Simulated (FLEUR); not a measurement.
# GaN (F-43m) in FLEUR: single point with HSE06

Aim: the single point of GaN with HSE06.

Everything below comes from runs of FLEUR MaX-R8.1 (patched build s14). Logs are shortened: lines on timing, memory, paths and dates and some standing lists are left out, and cuts for length are marked.

**The experiment to reproduce.**

From a printed reference work, textbook, for a bulk crystal of GaN at 0 K: band gap 3.299 eV (direct).

The results are compared with them further down.

## 1. The crystal as given

It takes space group F-43m (No. 216, cubic). Conventional cell: a = 4.507 Å, b = 4.507 Å, c = 4.507 Å, α = 90.00°, β = 90.00°, γ = 90.00°. Around Ga (site symmetry -43m) lie 4 N at 1.95 Å. Around N (site symmetry -43m) lie 4 Ga at 1.95 Å.

The cell is a database's computed one.

## 2. Single point, HSE06

File inp.xml:

```xml
<?xml version="1.0" encoding="UTF-8" standalone="no"?>
<fleurInput fleurInputVersion="0.39">
   <comment>
      GaN                                                                                                 
   </comment>
   <calculationSetup>
      <cutoffs Kmax="5.05" Gmax="15.7" GmaxXC="15.7" numbands="41"/>
      <scfLoop itmax="30" minDistance="0.0001" maxIterBroyd="15" imix="Anderson" alpha="0.05" precondParam="0.0" spinf="2.0"/>
      <coreElectrons ctail="T" frcor="F" kcrel="0" coretail_lmax="0"/>
      <xcFunctional name="hse" relativisticCorrections="F"/>
      <magnetism jspins="1"/>
      <prodBasis gcutm="3.0" bands="37" tolerance="0.0001" lexp="16" ewaldlambda="3"/>
      <soc l_soc="F" theta="0.0" phi="0.0" spav="F"/>
      <expertModes spex="0" secvar="F"/>
      <geometryOptimization l_f="F" forcealpha="1.0" forcemix="BFGS" epsdisp="0.00001" epsforce="0.00001"/>
      <ldaU l_linMix="F" mixParam="0.05" spinf="1.0"/>
   </calculationSetup>
   <cell>
      <bzIntegration valenceElectrons="26.0" mode="hist" fermiSmearingEnergy="0.00183747">
         <kPointListSelection listName="default-1"/>
         <!-- k-points included here -->
         <xi:include xmlns:xi="http://www.w3.org/2001/XInclude" href="kpts.xml"> </xi:include>
      </bzIntegration>
      <!-- symmetry operations included here -->
      <xi:include xmlns:xi="http://www.w3.org/2001/XInclude" href="sym.xml"> </xi:include>
      <bulkLattice scale="1.0">
         <bravaisMatrix>
            <row-1>    0.0000000000000000     4.2584989697947204     4.2584989697947204</row-1>
            <row-2>    4.2584989697947204     0.0000000000000000     4.2584989697947204</row-2>
            <row-3>    4.2584989697947204     4.2584989697947204     0.0000000000000000</row-3>
         </bravaisMatrix>
      </bulkLattice>
   </cell>
   <atomSpecies>
      <species name="Gallium (Ga)" element="Ga" atomicNumber="31">
         <mtSphere radius="1.94" gridPoints="641" logIncrement="0.019"/>
         <atomicCutoffs lmax="8" lnonsphr="8"/>
         <electronConfig flipSpins="F">
            <coreConfig>(1s1/2) (2s1/2) (2p1/2) (2p3/2)</coreConfig>
            <valenceConfig>(3s1/2) (3p1/2) (3p3/2) (4s1/2) (3d3/2) (3d5/2) (4p1/2) (4p3/2)</valenceConfig>
            <stateOccupation state="(4p1/2)" spinUp="0.166667" spinDown="0.166667"/>
            <stateOccupation state="(4p3/2)" spinUp="0.333333" spinDown="0.333333"/>
         </electronConfig>
         <energyParameters s="4" p="4" d="3" f="4"/>
         <prodBasis lcutm="4" lcutwf="8" select="4 0 4 2"/>
         <lo type="SCLO" l="0" n="3" eDeriv="0"/>
         <lo type="SCLO" l="1" n="3" eDeriv="0"/>
         <lo type="SCLO" l="1" n="3" eDeriv="1"/>
         <lo type="HELO" l="2" n="4" eDeriv="0"/>
         <lo type="HELO" l="2" n="4" eDeriv="1"/>
         <lo type="SCLO" l="3" n="4" eDeriv="2"/>
      </species>
      <species name="Nitrogen (N)" element="N" atomicNumber="7">
         <mtSphere radius="1.48" gridPoints="489" logIncrement="0.021"/>
         <atomicCutoffs lmax="8" lnonsphr="8"/>
         <electronConfig flipSpins="F">
            <coreConfig>(1s1/2)</coreConfig>
            <valenceConfig>(2s1/2) (2p1/2) (2p3/2)</valenceConfig>
            <stateOccupation state="(2p1/2)" spinUp="0.500000" spinDown="0.500000"/>
            <stateOccupation state="(2p3/2)" spinUp="1.000000" spinDown="1.000000"/>
         </electronConfig>
         <energyParameters s="2" p="2" d="3" f="4"/>
         <prodBasis lcutm="4" lcutwf="8" select="4 0 4 2"/>
         <lo type="SCLO" l="0" n="2" eDeriv="2"/>
         <lo type="SCLO" l="1" n="2" eDeriv="2"/>
         <lo type="SCLO" l="2" n="3" eDeriv="2"/>
      </species>
   </atomSpecies>
   <atomGroups>
      <atomGroup species="Gallium (Ga)">
         <relPos label="                   1">.0000000000 .0000000000 .0000000000</relPos>
         <force calculate="T" relaxXYZ="TTT"/>
      </atomGroup>
      <atomGroup species="Nitrogen (N)">
         <relPos label="                   2">1.000/4.000 1.000/4.000 1.000/4.000</relPos>
         <force calculate="T" relaxXYZ="TTT"/>
      </atomGroup>
   </atomGroups>
   <output dos="F" band="F" slice="F">
      <checks vchk="F" cdinf="F"/>
      <bandDOS minEnergy="-.5*Htr" maxEnergy="0.5*Htr" sigma="0.015" storeEVData="T"/>
      <vacuumDOS vacdos="F" integ="F" star="F" nstars="0" locx1="0.0" locy1="0.0" locx2="0.0" locy2="0.0" nstm="0" tworkf="0.0"/>
      <unfoldingBand unfoldBand="F" supercellX="1" supercellY="1" supercellZ="1"/>
      <plotting iplot="0" polar="F">
         <plot TwoD="T" vec1="  1.0  0.0  0.0" vec2="  0.0  1.0  0.0" vec3="  0.0  0.0  1.0" zero="  0.0  0.0  0.0" file="plot"/>
      </plotting>
      <chargeDensitySlicing numkpt="0" minEigenval="0.0" maxEigenval="0.0" nnne="0" pallst="F"/>
      <specialOutput eonly="F"/>
      <magneticCircularDichroism mcd="F" energyLo="-10.0" energyUp="0.0"/>
   </output>
  <!-- We include the file relax.xml here to enable relaxations (see documentation) -->
  <xi:include xmlns:xi="http://www.w3.org/2001/XInclude" href="relax.xml"> <xi:fallback/> </xi:include>
</fleurInput>
```

File crystal.txt:

```
GaN
&input cartesian=F /
0.0000000000  2.2535006075  2.2535006075
2.2535006075  0.0000000000  2.2535006075
2.2535006075  2.2535006075  0.0000000000
1.8897261246
1.0 1.0 1.0

2
31 0.0000000000  0.0000000000  0.0000000000
7 0.2500000000  0.2500000000  0.2500000000

&kpt div1=6 div2=6 div3=6 gamma=T /
```

Potentials or basis: all-electron, FLAPW.

Run with:

```
inpgen -f crystal.txt -profile fastHighL; OMP_NUM_THREADS=2 fleur -warn_only
```

Log:

```text
Welcome to FLEUR        (www.flapw.de)
      MaX-Release 8.1          (www.max-centre.eu)
************FLEUR-Warning*****************
Error message: Hybrid calculations should always use HDF5
*****************************************
 bands (prodBasis in inp.xml) is read and not used: the non-local exchange is built in the LAPW basis itself, without a cut in the bands.

 ========== k-point set info ==========
 Selected k-point list: default-1
 k-point list type: mesh
 6 x 6 x 6
 Number of k points: 16

 ------------Calculation Setup---------------------------
 Number of OMP-threads    :            2
 Number of basis functions:          431
 Approximate size of matrices (H+S) per k-point:         0.006 GB
 --------------------------------------------------------
 Iteration:           1  Distance:   25.389937822815035       hyb distance:  -1.0000000000000000
 Iteration:           2  Distance:   21.778973657332987       hyb distance:   25.389937822815035
 Iteration:           3  Distance:   8.1626792348921473       hyb distance:   21.778973657332987
 Iteration:           4  Distance:   4.6543299168743797       hyb distance:   8.1626792348921473
 Iteration:           5  Distance:   3.2856879370256320       hyb distance:   4.6543299168743797
 Iteration:           6  Distance:  0.38196871412595923       hyb distance:   3.2856879370256320
 Iteration:           7  Distance:  0.36207751035326052       hyb distance:  0.38196871412595923
 Iteration:           8  Distance:   4.4322160677470655E-002  hyb distance:  0.36207751035326052
 Iteration:           9  Distance:   3.8985443193586655E-002  hyb distance:   4.4322160677470655E-002
 Iteration:          10  Distance:   4.6041193938260675E-003  hyb distance:   3.8985443193586655E-002
 Iteration:          11  Distance:   4.5041625199905445E-003  hyb distance:   4.6041193938260675E-003
 Iteration:          12  Distance:   3.6690137804804490E-004  hyb distance:   4.5041625199905445E-003
 Iteration:          13  Distance:   6.9110296832336740E-005  hyb distance:   3.6690137804804490E-004
 iterHF =    1
 start of coulomb calculation
 coulomb pw-loop nk: (1/16)
 coulomb pw-loop nk: (2/16)
 coulomb pw-loop nk: (3/16)
 coulomb pw-loop nk: (4/16)
 coulomb pw-loop nk: (5/16)
 coulomb pw-loop nk: (6/16)
[... 8 lines left out ...]
 coulomb pw-loop nk: (15/16)
 coulomb pw-loop nk: (16/16)
 kpoint=            1
 calculate new HF matrix
 exchange_valence_hf
 Divergence:   1.1027298672564396
 core exchange calculation
 Screening parameter:   0.11000000000000000
 kpoint=            2
 exchange_valence_hf
 core exchange calculation
 Screening parameter:   0.11000000000000000
 kpoint=            3
 exchange_valence_hf
 core exchange calculation
 Screening parameter:   0.11000000000000000
 kpoint=            4
 exchange_valence_hf
 core exchange calculation
 Screening parameter:   0.11000000000000000
 kpoint=            5
 exchange_valence_hf
 core exchange calculation
 Screening parameter:   0.11000000000000000
 kpoint=            6
 exchange_valence_hf
 core exchange calculation
 Screening parameter:   0.11000000000000000
 kpoint=            7
 exchange_valence_hf
 core exchange calculation
 Screening parameter:   0.11000000000000000
 kpoint=            8
 exchange_valence_hf
 core exchange calculation
 Screening parameter:   0.11000000000000000
 kpoint=            9
 exchange_valence_hf
 core exchange calculation
 Screening parameter:   0.11000000000000000
 kpoint=           10
 exchange_valence_hf
 core exchange calculation
 Screening parameter:   0.11000000000000000
 kpoint=           11
 exchange_valence_hf
 core exchange calculation
 Screening parameter:   0.11000000000000000
 kpoint=           12
 exchange_valence_hf
 core exchange calculation
 Screening parameter:   0.11000000000000000
 kpoint=           13
 exchange_valence_hf
 core exchange calculation
 Screening parameter:   0.11000000000000000
 kpoint=           14
 exchange_valence_hf
 core exchange calculation
 Screening parameter:   0.11000000000000000
 kpoint=           15
 exchange_valence_hf
 core exchange calculation
 Screening parameter:   0.11000000000000000
 kpoint=           16
 exchange_valence_hf
 core exchange calculation
 Screening parameter:   0.11000000000000000
 Reset of history
 Iteration:           0  Distance:   3.8622891229122733       hyb distance:   6.9110296832336740E-005
 Iteration:           1  Distance:   3.3838725651166719       hyb distance:   3.8622891229122733
 Iteration:           2  Distance:  0.90927949164138500       hyb distance:   3.3838725651166719
 Iteration:           3  Distance:  0.26952184188527201       hyb distance:  0.90927949164138500
 Iteration:           4  Distance:  0.30658503711050233       hyb distance:  0.26952184188527201
 Iteration:           5  Distance:   7.1738613553130604E-002  hyb distance:  0.30658503711050233
 Iteration:           6  Distance:   9.6520027547983243E-003  hyb distance:   7.1738613553130604E-002
 Iteration:           7  Distance:   2.3081112275936725E-003  hyb distance:   9.6520027547983243E-003
 Iteration:           8  Distance:   2.3773921717543388E-004  hyb distance:   2.3081112275936725E-003
 Iteration:           9  Distance:   2.6226096566833859E-004  hyb distance:   2.3773921717543388E-004
 Iteration:          10  Distance:   1.6038183974215295E-005  hyb distance:   2.6226096566833859E-004
 Iteration:          11  Distance:  0.48032971484916270       hyb distance:   1.6038183974215295E-005
 iterHF =    2
 start of coulomb calculation
 coulomb pw-loop nk: (1/16)
 coulomb pw-loop nk: (2/16)
 coulomb pw-loop nk: (3/16)
 coulomb pw-loop nk: (4/16)
 coulomb pw-loop nk: (5/16)
 coulomb pw-loop nk: (6/16)
[... 8 lines left out ...]
 coulomb pw-loop nk: (15/16)
 coulomb pw-loop nk: (16/16)
 kpoint=            1
 calculate new HF matrix
 exchange_valence_hf
 core exchange calculation
 Screening parameter:   0.11000000000000000
 kpoint=            2
 exchange_valence_hf
 core exchange calculation
 Screening parameter:   0.11000000000000000
 kpoint=            3
 exchange_valence_hf
 core exchange calculation
 Screening parameter:   0.11000000000000000
 kpoint=            4
 exchange_valence_hf
 core exchange calculation
 Screening parameter:   0.11000000000000000
 kpoint=            5
 exchange_valence_hf
 core exchange calculation
 Screening parameter:   0.11000000000000000
 kpoint=            6
 exchange_valence_hf
 core exchange calculation
 Screening parameter:   0.11000000000000000
 kpoint=            7
 exchange_valence_hf
 core exchange calculation
 Screening parameter:   0.11000000000000000
[... 407 lines left out ...]
 start of coulomb calculation
 coulomb pw-loop nk: (1/16)
 coulomb pw-loop nk: (2/16)
 coulomb pw-loop nk: (3/16)
 coulomb pw-loop nk: (4/16)
 coulomb pw-loop nk: (5/16)
 coulomb pw-loop nk: (6/16)
[... 8 lines left out ...]
 coulomb pw-loop nk: (15/16)
 coulomb pw-loop nk: (16/16)
 kpoint=            1
 calculate new HF matrix
 exchange_valence_hf
 core exchange calculation
 Screening parameter:   0.11000000000000000
 kpoint=            2
 exchange_valence_hf
 core exchange calculation
 Screening parameter:   0.11000000000000000
 kpoint=            3
 exchange_valence_hf
 core exchange calculation
 Screening parameter:   0.11000000000000000
 kpoint=            4
 exchange_valence_hf
 core exchange calculation
 Screening parameter:   0.11000000000000000
 kpoint=            5
 exchange_valence_hf
 core exchange calculation
 Screening parameter:   0.11000000000000000
 kpoint=            6
 exchange_valence_hf
 core exchange calculation
 Screening parameter:   0.11000000000000000
 kpoint=            7
 exchange_valence_hf
 core exchange calculation
 Screening parameter:   0.11000000000000000
 kpoint=            8
 exchange_valence_hf
 core exchange calculation
 Screening parameter:   0.11000000000000000
 kpoint=            9
 exchange_valence_hf
 core exchange calculation
 Screening parameter:   0.11000000000000000
 kpoint=           10
 exchange_valence_hf
 core exchange calculation
 Screening parameter:   0.11000000000000000
 kpoint=           11
 exchange_valence_hf
 core exchange calculation
 Screening parameter:   0.11000000000000000
 kpoint=           12
 exchange_valence_hf
 core exchange calculation
 Screening parameter:   0.11000000000000000
 kpoint=           13
 exchange_valence_hf
 core exchange calculation
 Screening parameter:   0.11000000000000000
 kpoint=           14
 exchange_valence_hf
 core exchange calculation
 Screening parameter:   0.11000000000000000
 kpoint=           15
 exchange_valence_hf
 core exchange calculation
 Screening parameter:   0.11000000000000000
 kpoint=           16
 exchange_valence_hf
 core exchange calculation
 Screening parameter:   0.11000000000000000
 Reset of history
 Iteration:           0  Distance:   3.0952949492604201E-005  hyb distance:   3.8559706838524927E-005

 ********************************************************************
 Run finished successfully
 Stop message:
   all done
 ********************************************************************
```

Run time: 45 min. Hardware: 2 threads of Intel Xeon 6975P-C (Granite Rapids), shared host; peak memory 0.31 GiB.

What came out:

```yaml
Free_energy: -54393.0581 eV
Band_gap_on_the_k_mesh: 2.98 eV, direct
Valence_electrons_inside_the_program's_atomic_spheres: Ga 18.72; N 3.59 (radii Ga 1.94, N 1.48 bohr)
```

Levels at points of the mesh, in eV from the valence-band top:
```csv
k point,band 11,band 12,band 13,band 14,band 15,band 16
"(0.00, 0.00, 0.00)",0.00,0.00,0.00,2.98,11.93,11.93
"(0.00, 0.00, 0.50)",-7.54,-1.04,-1.04,6.09,10.41,11.90
"(0.00, 0.50, 0.50)",-6.56,-2.90,-2.90,4.44,8.16,13.57
```

Core levels (eV from the Fermi level):
| atom | levels |
| --- | --- |
| 1 Ga | 1s1/2 -10219.6, 2s1/2 -1254.1, 2p1/2 -1109.2, 2p3/2 -1081.6 |
| 2 N | 1s1/2 -374.5 |

Caveat: core states are solved in the semilocal potential.

## 3. How close it comes

Step 2. A measured gap of GaN is 3.299 eV (direct; 0 K; a printed reference work, textbook); the calculated 2.98 eV misses it by -0.32 eV. Spin-orbit coupling on Ga is left out. The value is that of HSE06, without temperature or zero-point motion. The cell is a database's relaxed one, not the measured one, which moves gaps too.
